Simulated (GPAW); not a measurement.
Crystal: MnO.

```
Mn O
1.0
     0.00000    2.22391    2.22391
     2.22391    0.00000    2.22391
     2.22391    2.22391    0.00000
Mn O
1 1
Direct
  0.00000 0.00000 0.00000
  0.50000 0.50000 0.50000
```

The cell is a database's computed one.

- Program: GPAW 26.7.0
- Task: relaxation of cell and atoms
- Functional: PBEsol
- Potentials or basis: PAW data sets generated in the run's folder for this functional
- Cutoff: 800 eV
- Basis: pw
- k mesh: 9 × 9 × 9
- Occupations: fermi-dirac, width 0.05 eV
- Spin: collinear spin, ferromagnetic start
- Starting moments: [4.0, 0.0] μB

At the start: pressure -6.3 GPa; volume 11.00 Å³/atom.

Question: How do energy, volume and symmetry change on relaxing?

Answer: Over 4 steps the energy falls by 10.2 meV/atom and the volume is 10.47 Å³/atom (-4.8 %); space group Fm-3m (No. 225, to 0.05 Å); moment 4.60 μB per cell.

Step by step:
```csv
step,energy change (eV),largest force (eV/Å),pressure (GPa),volume (Å³)
1,0.0000,0.0000,-6.28,22.00
2,-0.0070,0.0000,-5.29,21.80
3,-0.0198,0.0000,0.86,20.80
4,-0.0204,0.0000,-0.06,20.93
```

Final structure:
```yaml
crystal:
  lattice:
    - [0.00000, 2.18739, 2.18739]
    - [2.18739, 0.00000, 2.18739]
    - [2.18739, 2.18739, 0.00000]
  atoms:
    - { symbol: Mn, position: [0.00000, 0.00000, 0.00000] }
    - { symbol: O, position: [0.50000, 0.50000, 0.50000] }
```

Caveat: each step starts from the last one's moments, so a moment once lost doesn't come back; later steps reuse the first step's grids; a cell with one magnetic atom can't hold antiferromagnetic order, which such compounds often take.
